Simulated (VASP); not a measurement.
# CsH (F-43m) in VASP: a series of runs, part 2 of 2

VASP 6.6.1. Earlier steps stand in the parts before.

### 3 Single point, PBEsol

This run uses another cell than the first one, of 34.54 Å³/atom, 0.837 times its volume.

File INCAR:

```
PREC = Accurate
ENCUT = 520
EDIFF = 1E-6
ISMEAR = 0
SIGMA = 0.05
LREAL = False
LASPH = True
NELM = 80
ALGO = Fast
ISIF = 2
LWAVE = False
LCHARG = False
GGA = PS
NBANDS = 12
```

File KPOINTS:

```
Automatic mesh
0
Gamma
  4 4 4
```

File POSCAR:

```
CsH
1.0
    0.0000000000      3.2566919208      3.2566919208
    3.2566919208      0.0000000000      3.2566919208
    3.2566919208      3.2566919208      0.0000000000
Cs H
1 1
Direct
    0.0000000000      0.0000000000      0.0000000000
    0.2500000000      0.2500000000      0.2500000000
```

Potentials or basis: VASP PAW PBE potentials, release 64 (Cs_sv, H).

Command:

```console
cat potpaw_PBE.64/Cs_sv/POTCAR potpaw_PBE.64/H/POTCAR > POTCAR
mpirun -np 1 vasp_std > vasp.out
```

OUTCAR:

```text
PREC = Accurate
   ENCUT = 520
   EDIFF = 1E-6
   ISMEAR = 0
   LREAL = False
   LASPH = True
   NELM = 80
   ISIF = 2
   GGA = PS

 ion  position               nearest neighbor table
   1  0.000  0.000  0.000-
   2  0.250  0.250  0.250-

  LATTYP: Found a face centered cubic cell.
 ALAT       =     6.5133838416

  Lattice vectors:

 A1 = (   0.0000000000,   3.2566919208,   3.2566919208)
 A2 = (   3.2566919208,   0.0000000000,   3.2566919208)
 A3 = (   3.2566919208,   3.2566919208,   0.0000000000)

Analysis of symmetry for initial positions (statically):
=====================================================================
 Subroutine PRICEL returns:
 Original cell was already a primitive cell.

 Routine SETGRP: Setting up the symmetry group for a
 face centered cubic supercell.

 Subroutine GETGRP returns: Found 24 space group operations
 (whereof 24 operations were pure point group operations)
 out of a pool of 48 trial point group operations.

The static configuration has the point symmetry T_d .

Analysis of symmetry for dynamics (positions and initial velocities):
=====================================================================
 Subroutine PRICEL returns:
 Original cell was already a primitive cell.

 Routine SETGRP: Setting up the symmetry group for a
 face centered cubic supercell.

 Subroutine GETGRP returns: Found 24 space group operations
 (whereof 24 operations were pure point group operations)
 out of a pool of 48 trial point group operations.

The dynamic configuration has the point symmetry T_d .

 Subroutine INISYM returns: Found 24 space group operations
 (whereof 24 operations are pure point group operations),
 and found     1 'primitive' translations

----------------------------------------------------------------------------------------

                                     Primitive cell

  volume of cell :      69.0812
[... 100 lines left out ...]
   IVDW    =     0    specifies the selected vdW correction
   LEPSILON=     F    determine dielectric tensor
   LRPA    =     F    only Hartree local field effects (RPA)
 non-spin polarized calculation
 RMM-DIIS sequential band-by-band and
 Gauss-broadening in eV      SIGMA  =   0.05
  energy-cutoff  :      520.00
  volume of cell :       69.08
 maximum number of plane-waves:      1880
 NGX is ok and might be reduce to    36
   NGX = 17   NGY = 17   NGZ = 17

 number of electron      10.0000001 magnetization

 Free energy of the ion-electron system (eV)
  ---------------------------------------------------
  ext. energy  EPLUGINS =         0.00000000
  ---------------------------------------------------
  free energy    TOTEN  =        -4.39310262 eV

  energy without entropy =       -4.39310262  energy(sigma->0) =       -4.39310262

 E-fermi :  -0.0533     XC(G=0):  -6.9174

 val. band max:       -0.3232773992   @ k =  -0.2500   0.5000   0.2500
 cond. band min:       2.1987705912   @ k =   0.5000   0.5000   0.0000
 fundamental gap:      2.5220479905
 Fermi energy:        -0.0533370496

 k-point     1 :       0.0000    0.0000    0.0000
  band No.  band energies     occupation
      1     -21.3355      2.00000
      2      -7.8633      2.00000
      3      -7.8633      2.00000
      4      -7.8633      2.00000
      5      -1.6973      2.00000
      6       4.1492      0.00000
      7       4.7807      0.00000
      8       4.7807      0.00000
      9       4.7807      0.00000
     10       6.7290      0.00000
     11       6.7290      0.00000
     12      10.2901      0.00000
[... 91 lines left out ...]
 k-point     8 :      -0.2500    0.5000    0.2500
  band No.  band energies     occupation
      1     -21.2485      2.00000
      2      -8.4346      2.00000
      3      -8.3101      2.00000
      4      -8.1229      2.00000
      5      -0.3233      2.00000
      6       3.0272      0.00000
      7       4.0357      0.00000
      8       5.1082      0.00000
      9       8.3224      0.00000
     10       8.4398      0.00000
     11       8.5479      0.00000
     12       8.9126      0.00000

------------------------ aborting loop because EDIFF is reached ----------------------------------------

  FORCE on cell =-STRESS in cart. coord.  units (eV):
  Direction    XX          YY          ZZ          XY          YZ          ZX
  --------------------------------------------------------------------------------------
  -------------------------------------------------------------------------------------
  Total        0.5966123      0.5966123      0.5966123     -0.0000000      0.0000000     -0.0000000
  in kB       13.8370263     13.8370263     13.8370263     -0.0000000      0.0000000     -0.0000000
  external PRESSURE =      13.8370263 kB  Pullay stress =       0.0000000 kB

 VOLUME and BASIS-vectors are now :
 -----------------------------------------------------------------------------
  energy-cutoff  :      520.00
  volume of cell :       69.08
      direct lattice vectors                 reciprocal lattice vectors
     0.000000000  3.256691921  3.256691921    -0.153530027  0.153530027  0.153530027
     3.256691921  0.000000000  3.256691921     0.153530027 -0.153530027  0.153530027
     3.256691921  3.256691921  0.000000000     0.153530027  0.153530027 -0.153530027

 POSITION                                       TOTAL-FORCE (eV/Angst)
 -----------------------------------------------------------------------------------
      0.00000      0.00000      0.00000        -0.000000     -0.000000     -0.000000
      1.62835      1.62835      1.62835         0.000000      0.000000      0.000000
 -----------------------------------------------------------------------------------
    total drift:                               -0.000000     -0.000000     -0.000000

  FREE ENERGIE OF THE ION-ELECTRON SYSTEM (eV)
  ---------------------------------------------------
  free  energy   TOTEN  =        -4.3931026239 eV

  energy  without entropy=       -4.3931026239  energy(sigma->0) =       -4.39310262
```

OSZICAR:

```text
N       E                     dE             d eps       ncg     rms          rms(c)
DAV:   1     0.453850010093E+02    0.45385E+02   -0.39747E+03   192   0.689E+02
DAV:   2    -0.950917332529E+00   -0.46336E+02   -0.44501E+02   264   0.104E+02
DAV:   3    -0.527313469847E+01   -0.43222E+01   -0.43122E+01   244   0.373E+01
DAV:   4    -0.531454959190E+01   -0.41415E-01   -0.41412E-01   204   0.430E+00
DAV:   5    -0.531472842283E+01   -0.17883E-03   -0.17883E-03   248   0.292E-01    0.390E+00
RMM:   6    -0.453970893107E+01    0.77502E+00   -0.39437E-01   194   0.201E+00    0.171E+00
RMM:   7    -0.437187604911E+01    0.16783E+00   -0.46531E-01   228   0.215E+00    0.709E-01
RMM:   8    -0.439842805068E+01   -0.26552E-01   -0.28650E-02   199   0.835E-01    0.388E-01
RMM:   9    -0.439273908773E+01    0.56890E-02   -0.19634E-02   218   0.491E-01    0.575E-02
RMM:  10    -0.439340615125E+01   -0.66706E-03   -0.27469E-03   225   0.197E-01    0.910E-02
RMM:  11    -0.439311966286E+01    0.28649E-03   -0.32909E-04   216   0.895E-02    0.231E-02
RMM:  12    -0.439310196212E+01    0.17701E-04   -0.82726E-05   240   0.370E-02    0.362E-03
RMM:  13    -0.439310262388E+01   -0.66176E-06   -0.74584E-06   227   0.134E-02
   1 F= -.43931026E+01 E0= -.43931026E+01  d E =-.580677E-15
```

It took 9.6 s on 1 thread of Intel Xeon Platinum 8259CL at 2.50GHz (Skylake/Cascade Lake), shared host; peak memory 0.19 GiB.

What came out:

| Item | Value |
| --- | --- |
| Free energy | -4.3931 eV |
| Pressure | 1.4 GPa |
| Band gap on the k mesh | 2.52 eV, indirect (least direct gap 2.66 eV) |

Caveat: the PAW data sets were made with another functional, which shifts forces and pressure a little; spin-orbit coupling is left out, which moves the levels of the heavy elements. A k mesh can miss the band edges.

### 4 Single point, PBEsol

This run uses another cell than the first one, of 38.47 Å³/atom, 0.932 times its volume.

File INCAR:

```
ALGO     = Fast           # electronic algorithm
EDIFF    = 1E-6           # SCF threshold, eV
ENCUT    = 520            # plane-wave cutoff, eV
GGA      = PS             # functional
ISIF     = 2              # what is computed and relaxed
ISMEAR   = 0              # smearing method
LASPH    = T              # aspherical terms in the spheres
LCHARG   = F              # write CHGCAR
LREAL    = F              # projectors in reciprocal space
LWAVE    = F              # write WAVECAR
NBANDS   = 12             # bands
NELM     = 60             # most SCF steps
PREC     = Accurate       # precision mode
SIGMA    = 0.02           # smearing width, eV
```

File KPOINTS:

```
k-points
0
Gamma
  6 6 6
```

File POSCAR:

```
CsH
1.0
    0.0000000000      3.3758000000      3.3758000000
    3.3758000000      0.0000000000      3.3758000000
    3.3758000000      3.3758000000      0.0000000000
Cs H
1 1
Direct
    0.0000000000      0.0000000000      0.0000000000
    0.2500000000      0.2500000000      0.2500000000
```

Potentials or basis: VASP PAW PBE potentials, release 64 (Cs_sv, H).

Command:

```console
cat potpaw_PBE.64/Cs_sv/POTCAR potpaw_PBE.64/H/POTCAR > POTCAR
mpirun -np 1 vasp_std > vasp.out
```

OUTCAR:

```text
EDIFF = 1E-6
   ENCUT = 520
   GGA = PS
   ISIF = 2
   ISMEAR = 0
   LASPH = T
   LREAL = F
   NELM = 60
   PREC = Accurate

 ion  position               nearest neighbor table
   1  0.000  0.000  0.000-
   2  0.250  0.250  0.250-

  LATTYP: Found a face centered cubic cell.
 ALAT       =     6.7516000000

  Lattice vectors:

 A1 = (   0.0000000000,   3.3758000000,   3.3758000000)
 A2 = (   3.3758000000,   0.0000000000,   3.3758000000)
[... 414 lines left out ...]
     12       7.8871      0.00000

------------------------ aborting loop because EDIFF is reached ----------------------------------------

  FORCE on cell =-STRESS in cart. coord.  units (eV):
  Direction    XX          YY          ZZ          XY          YZ          ZX
  --------------------------------------------------------------------------------------
  -------------------------------------------------------------------------------------
  Total        0.1566146      0.1566146      0.1566146      0.0000000      0.0000000     -0.0000000
  in kB        3.2612398      3.2612398      3.2612398      0.0000000      0.0000000     -0.0000000
  external PRESSURE =       3.2612398 kB  Pullay stress =       0.0000000 kB

 VOLUME and BASIS-vectors are now :
 -----------------------------------------------------------------------------
  energy-cutoff  :      520.00
  volume of cell :       76.94
      direct lattice vectors                 reciprocal lattice vectors
     0.000000000  3.375800000  3.375800000    -0.148113040  0.148113040  0.148113040
     3.375800000  0.000000000  3.375800000     0.148113040 -0.148113040  0.148113040
     3.375800000  3.375800000  0.000000000     0.148113040  0.148113040 -0.148113040

 POSITION                                       TOTAL-FORCE (eV/Angst)
 -----------------------------------------------------------------------------------
      0.00000      0.00000      0.00000         0.000000      0.000000      0.000000
      1.68790      1.68790      1.68790        -0.000000     -0.000000     -0.000000
 -----------------------------------------------------------------------------------
    total drift:                                0.000000      0.000000      0.000000

  FREE ENERGIE OF THE ION-ELECTRON SYSTEM (eV)
  ---------------------------------------------------
  free  energy   TOTEN  =        -4.4351564911 eV

  energy  without entropy=       -4.4351564911  energy(sigma->0) =       -4.43515649
```

OSZICAR:

```text
N       E                     dE             d eps       ncg     rms          rms(c)
DAV:   1     0.465950305722E+02    0.46595E+02   -0.41376E+03   384   0.683E+02
DAV:   2    -0.129813338579E+01   -0.47893E+02   -0.46062E+02   492   0.105E+02
DAV:   3    -0.528977898084E+01   -0.39916E+01   -0.39851E+01   492   0.358E+01
DAV:   4    -0.532884995904E+01   -0.39071E-01   -0.39067E-01   432   0.398E+00
DAV:   5    -0.532904297327E+01   -0.19301E-03   -0.19301E-03   520   0.292E-01    0.379E+00
RMM:   6    -0.457068069385E+01    0.75836E+00   -0.34481E-01   384   0.185E+00    0.164E+00
RMM:   7    -0.441012685175E+01    0.16055E+00   -0.40088E-01   460   0.197E+00    0.719E-01
RMM:   8    -0.443936536251E+01   -0.29239E-01   -0.23439E-02   402   0.761E-01    0.377E-01
RMM:   9    -0.443480796059E+01    0.45574E-02   -0.22066E-02   460   0.506E-01    0.605E-02
RMM:  10    -0.443576732393E+01   -0.95936E-03   -0.34245E-03   487   0.213E-01    0.119E-01
RMM:  11    -0.443517027024E+01    0.59705E-03   -0.50390E-04   474   0.924E-02    0.240E-02
RMM:  12    -0.443515559552E+01    0.14675E-04   -0.81911E-05   538   0.372E-02    0.356E-03
RMM:  13    -0.443515649114E+01   -0.89561E-06   -0.90960E-06   515   0.137E-02
   1 F= -.44351565E+01 E0= -.44351565E+01  d E =-.358199E-17
```

Wall time 16 s (1 thread of Intel Xeon Platinum 8259CL at 2.50GHz (Skylake/Cascade Lake), shared host); peak memory 0.2 GiB.

Results:

```yaml
Free_energy: -4.4352 eV
Pressure: 0.3 GPa
Band_gap_on_the_k_mesh: 2.69 eV, indirect (least direct gap 2.75 eV)
```

Caveat: the PAW data sets were made with another functional, which shifts forces and pressure a little; spin-orbit coupling is left out, which moves the levels of the heavy elements. Expect the measured gap to be larger: semilocal functionals such as PBEsol lack the derivative discontinuity.

### 5 Summary

| cell | k mesh | smearing | gap on the mesh (eV) | pressure (GPa) |
| --- | --- | --- | --- | --- |
| F-43m, 41.28 Å³/atom | 4 × 4 × 4 | gaussian 0.05 eV | 2.74 | -0.2 |
| F-43m, 34.54 Å³/atom | 4 × 4 × 4 | gaussian 0.05 eV | 2.52 | 1.4 |
| F-43m, 38.47 Å³/atom | 6 × 6 × 6 | gaussian 0.02 eV | 2.69 | 0.3 |

Alike in all rows: task single point; level PBEsol; potentials or basis VASP PAW PBE potentials, release 64 (Cs_sv, H); no spin polarisation; cutoff (eV) 520.

On the cell as given the gap runs from 2.52 eV (PBEsol) to 2.74 eV (PBEsol); the meshes differ, which moves gaps too.

Caveats: the PAW data sets were made with another functional, which shifts forces and pressure a little; spin-orbit coupling is left out, which moves the levels of the heavy elements.

Total energies depend on the potentials used, so only differences within one code and one set of settings carry meaning.
